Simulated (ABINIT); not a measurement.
A run of ABINIT 10.8.3 (patched build) is set up as follows.

File run.abi:

```
pp_dirpath "./"
pseudos "Sb.upf"

acell 3*1.0
rprim
    -3.5363217609     3.5363217609     3.5363217609
     3.5363217609    -3.5363217609     3.5363217609
     3.5363217609     3.5363217609    -3.5363217609
ntypat 1
znucl 51
natom 1
typat 1
xred
     0.0000000000     0.0000000000     0.0000000000

ecut 40.0

kptopt 1
ngkpt 10 10 10
nshiftk 1
shiftk 0.0 0.0 0.0

ixc -116133

nband 12
occopt 3
tsmear 0.05 eV

nstep 100
tolvrs 1.0e-10

iomode 3
prtwf 0
prtden 0
prteig 0
prtebands 0
enunit 2
```

Potentials or basis: PseudoDojo NC SR PBEsol v0.4.1 standard.

Launch:

```console
$ abinit run.abi > log 2>&1
```

Q: Predict the band gap on the k mesh.

A: None (metal or under the smearing width).

Q: What does it give for the pressure?

A: 0.0 GPa.

Spin-orbit coupling is left out, which matters for the levels of Sb.
